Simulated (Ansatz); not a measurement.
Input and command of a calculation in Ansatz (plane waves; scalar-relativistic PAW potentials unless the input names others):

```yaml
crystal:
  lattice:
    - [2.6115578418, 1.507783623, 4.5982666595]
    - [-2.6115578418, 1.507783623, 4.5982666595]
    - [0.0, -3.0155672459, 4.5982666595]
  atoms:
    - { symbol: Li, position: [0.2452880796, 0.2452880796, 0.2452880796] }
    - { symbol: Li, position: [0.7452880796, 0.7452880796, 0.7452880796] }
    - { symbol: Nb, position: [-0.0013483202, -0.0013483202, -0.0013483202] }
    - { symbol: Nb, position: [0.4986516798, 0.4986516798, 0.4986516798] }
    - { symbol: O, position: [0.133641767, 0.3728905306, 0.7533413362] }
    - { symbol: O, position: [0.7533413362, 0.133641767, 0.3728905306] }
    - { symbol: O, position: [0.3728905306, 0.7533413362, 0.133641767] }
    - { symbol: O, position: [0.8728905306, 0.633641767, 0.2533413362] }
    - { symbol: O, position: [0.2533413362, 0.8728905306, 0.633641767] }
    - { symbol: O, position: [0.633641767, 0.2533413362, 0.8728905306] }
basis:
  ecutwfc: 420
  precision: f64
kpoints:
  mp_grid: { grid: [6, 6, 6] }
hamiltonian:
  xc: pbe
scf:
  occupations: { method: gaussian, width: 0.05 }
  eigensolver: { kind: davidson }
  algorithm: direct_min
output:
  forces: true
  eigenvalues: true
  stress: true
accuracy: medium
```

```bash
ansatz run input.yaml --threads 2 --pin off --max-ram 5120MiB --backend cpu --events-out ev --progress --plain --runs-dir out
```

Abridged log:
```
Pseudopotentials: kind: paw
Pseudopotential: Li, paw, valence charge 3, recommended cutoff 420 eV (normal)
Pseudopotential: Nb, paw, valence charge 13, recommended cutoff 420 eV (normal)
Pseudopotential: O, paw, valence charge 6, recommended cutoff 420 eV (normal)
Functional definition: PBE
Crystal: 10 atoms, lattice volume = 108.639 Å³
Basis set: ecut = 420 eV, 2133 PW (Γ), exchange–correlation on 80×80×80 points (8 copies of the dense FFT grid, shifted against one another)
Bands: 44, of which v1, the nominal top of the filled ones, is band 34 counted from 1 (33 counted from 0)
Symmetry: 6 space group operations
Space group: R3c (ITA 161), of the structure as read, at distance tolerance 4.8e-5 Å
k-points: 32 of 216 (time reversal used)
Initial density: superposition of atomic densities (neutral atoms: chi_scale 0, normalization atom), corrected by the library's trained network
Initial wavefunctions: pseudopotential atomic-orbital guess
Functional: x = pbe(κ = 0.804, μ = 0.21951497), c = pbe(β = 0.06672455)
SCF iter   1: F=—  HF=-12929.205808 eV  |F-HF|=—  |Δ(HF+E_count)|=         —  Δρ=1.38e-3  dr2=7.31e-4  ethr=1.77e-3  ⟨swp⟩=7.0  Hψ=6400  notcnv=0
SCF iter   2: F=—  HF=-12929.208162 eV  |F-HF|=—  |Δ(HF+E_count)|=   2.35e-3  Δρ=3.33e-4  dr2=6.52e-5  ethr=9.34e-8  ⟨swp⟩=2.2  Hψ=6858  notcnv=0  defer=8
SCF iter   3: F=—  HF=-12929.208144 eV  |F-HF|=—  |Δ(HF+E_count)|=   1.77e-5  Δρ=9.78e-5  dr2=7.08e-6  ethr=9.34e-8  ⟨swp⟩=3.2  Hψ=3342  notcnv=0  defer=5
SCF iter   4: F=—  HF=-12929.208142 eV  |F-HF|=—  |Δ(HF+E_count)|=   2.55e-6  Δρ=1.96e-5  dr2=4.03e-7  ethr=1.04e-8  ⟨swp⟩=3.1  Hψ=2826  notcnv=0  defer=2
SCF iter   5: F=—  HF=-12929.208142 eV  |F-HF|=—  |Δ(HF+E_count)|=   1.39e-7  Δρ=6.64e-6  dr2=4.00e-8  ethr=5.92e-10  ⟨swp⟩=3.0  Hψ=2756  notcnv=0  defer=1
SCF iter   6: F=-12929.208142 eV  HF=-12929.208142 eV  |F-HF|=1.01e-9  |Δ(HF+E_count)|=   7.91e-9  Δρ=1.33e-6  dr2=1.21e-9  ethr=5.88e-11  ⟨swp⟩=3.0  Hψ=2639  notcnv=0  defer=1
the search or the solves at the SCF's close seem to have found levels that the self-consistency loop had missed (the run counts 1). By its estimate they hold under 1e-12 electrons; where the run keeps them, the occupations were computed again with them
SCF 1 converged in 6 iterations: F = -12929.208142 eV  dr2 = 1.21e-9
  Residual-converged pass: ⟨swp⟩=3.0  Hψ=2699  notcnv=0  max |occ|·‖R‖ = 6.5e-6 eV (tolerance 6.7e-6 eV) dr2=1.41e-9  dr2_onsite=1.04e-10  max |Δocc| = 7.3e-301
SCF converged after 6 iterations
Stability not checked: this state was not tested for a lower state beside it, because a direct minimisation reached the state, and no test of it is asked (direct_minimisation; see scf.lower_state_search)
Free energy (F): -12929.208142 eV
Harris-Foulkes:  -12929.208142 eV  (|F-HF|=1.01e-9)
Internal energy: -12929.208142 eV  (E = F + TS)
E sigma→0 (E₀):  -12929.208142 eV
Fermi energy:    8.450238 eV
--- Forces (eV/Å), atoms counted from 1 ---
  atom   1  Li     0.00000000     0.00000000    -0.07250513
  atom   2  Li     0.00000000     0.00000000    -0.07250513
  atom   3  Nb     0.00000000     0.00000000    -0.25065261
  atom   4  Nb     0.00000000     0.00000000    -0.25065261
  atom   5  O     -0.01623357    -0.01085481     0.10771925
  atom   6  O      0.01751732    -0.00863128     0.10771925
  atom   7  O     -0.00128376     0.01948608     0.10771925
  atom   8  O      0.01623357    -0.01085481     0.10771925
  atom   9  O      0.00128376     0.01948608     0.10771925
  atom  10  O     -0.01751732    -0.00863128     0.10771925
--- Stress (GPa, compression-positive) ---
        0.205441       0.000000       0.000000
        0.000000       0.205441       0.000000
        0.000000       0.000000       0.380627
  P = ⅓ Tr σ = 0.2638 GPa (2.638 kbar)
```

Apart from outputs and empty bands, the input differs from a reference run on usual settings in accuracy: not typed → "medium"; scf.eigensolver.kind: not typed → "davidson"; basis.precision: not typed → "f64"; scf.algorithm: not typed → "direct_min". The reference, at the same geometry (not necessarily relaxed), gave pressure 0.26 GPa, largest force 0.251 eV/Å, gap on the mesh 2.60 eV. This run converged in 6 SCF iterations (reference: 6) with an energy at zero smearing within 0.01 meV/atom of the reference's, pressure 0.26 GPa, largest force 0.251 eV/Å, gap on the mesh 2.60 eV.

The run took 27 s on 2 threads of AMD EPYC 7R43 64-Core Processor (Zen 3) (shared host), peak memory 0.65 GiB.